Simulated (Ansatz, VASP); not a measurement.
## Pd: VASP beside Ansatz

```
Pd
1.0
     2.73809    0.00000    0.00000
    -1.36905    2.37126    0.00000
     0.00000    0.00000    4.61842
Pd
2
Cartesian
  1.3690 0.7904 3.4638
  0.0000 1.5808 1.1546
```

Alike in both runs: functional r2SCAN; k mesh 24 × 24 × 12; occupations gaussian, width 0.1 eV; no spin polarisation.

Ansatz relaxed the structure, and its values are those at the end. VASP's run is a single point on that final structure, the one shown.

|  | VASP | Ansatz |
| --- | --- | --- |
| version | VASP 6.6.1 | Ansatz 0.2.0 |
| potentials or method | VASP PAW PBE potentials, release 64 (Pd) | scalar-relativistic, plane waves, PAW |
| plane-wave cutoff (eV) | 520 | 500 |
| valence electrons in the cell | 20 | 36 |

VASP gave:

| Item | Value |
| --- | --- |
| gap on the k mesh at the Fermi level (eV) | none |
| pressure (GPa) | 0.7 |

Q: Which values does Ansatz return?

A: gap on the k mesh at the Fermi level (eV): none; pressure (GPa): 0.0.

A gap of «none» marks a metal or a gap that the smearing closes. The functional is the same, so the differences come from potentials, cutoffs and numerics. The two sets of potentials don't hold the same shells in valence.

Caveats: the PAW data sets were made with another functional, which shifts forces and pressure a little (VASP).
